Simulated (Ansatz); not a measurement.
Al2O3:

```xyz
10
Lattice="4.6138 0.0000 0.0000 0.0000 9.5633 0.0000 0.0000 0.0000 3.1199" Properties=species:S:1:pos:R:3 pbc="T T T"
Al    4.5352    7.8856    0.0000
Al    0.0785    1.6777    0.0000
Al    2.2283    6.4593    1.5599
Al    2.3854    3.1040    1.5599
O     2.3069    4.7816    1.5599
O     0.5704    7.2016    1.5599
O     1.7365    2.4200    0.0000
O     2.8773    7.1433    0.0000
O     0.0000    0.0000    0.0000
O     4.0434    2.3617    1.5599
```

Measurements of this composition are mostly on another form, of space group No. 167.

```yaml
Program: Ansatz 0.2.0
Task: relaxation of cell and atoms
Functional: RPBE
Potentials_or_basis: Ansatz PAW
Cutoff: "420 eV (not typed: the program's choice for these potentials)"
k_mesh: 6 × 3 × 9
Occupations: fermi-dirac, width 0.05 eV
Spin: no spin polarisation
```

At the start: volume 13.77 Å³/atom.

**Question.** How do energy, volume and symmetry change on relaxing?

**Answer.** It ends after 9 steps and the volume is 14.18 Å³/atom (+3.0 %); space group Pnnm (No. 58, to 0.05 Å).

The path:
```
step  energy change (eV)  largest force (eV/Å)  volume (Å³)
   1              0.0000                0.2176       137.66
   2             -0.0879                0.1411       140.01
   3             -0.1562                0.0922       143.20
   4             -0.1872                0.1548       142.34
   5             -0.1896                0.2023       142.09
   6             -0.1969                0.0034       141.37
   7             -0.2144                0.0041       141.37
   8             -0.2139                0.0026       141.80
   9             -0.2153                0.0027       141.80
```

Final structure:
```
CELL_PARAMETERS angstrom
4.76384 0.00000 0.00000
0.00000 9.75989 0.00000
0.00000 0.00000 3.04974
ATOMIC_POSITIONS crystal
Al 0.06188 0.82910 0.00000
Al 0.93812 0.17090 0.00000
Al 0.56188 0.67090 0.50000
Al 0.43812 0.32910 0.50000
O 0.50000 0.50000 0.50000
O 0.23740 0.77158 0.50000
O 0.26260 0.27158 0.00000
O 0.73740 0.72842 0.00000
O 0.00000 0.00000 0.00000
O 0.76260 0.22842 0.50000
```

Caveat: the plane-wave basis is chosen anew once the cell has moved, so the energies of steps on either side of that aren't comparable; the pressure holds a Pulay correction of +0.5 GPa for the finite cutoff; the PAW data sets come from PBE, with cores solved anew for the run's functional, which leaves a small shift of forces and pressure.
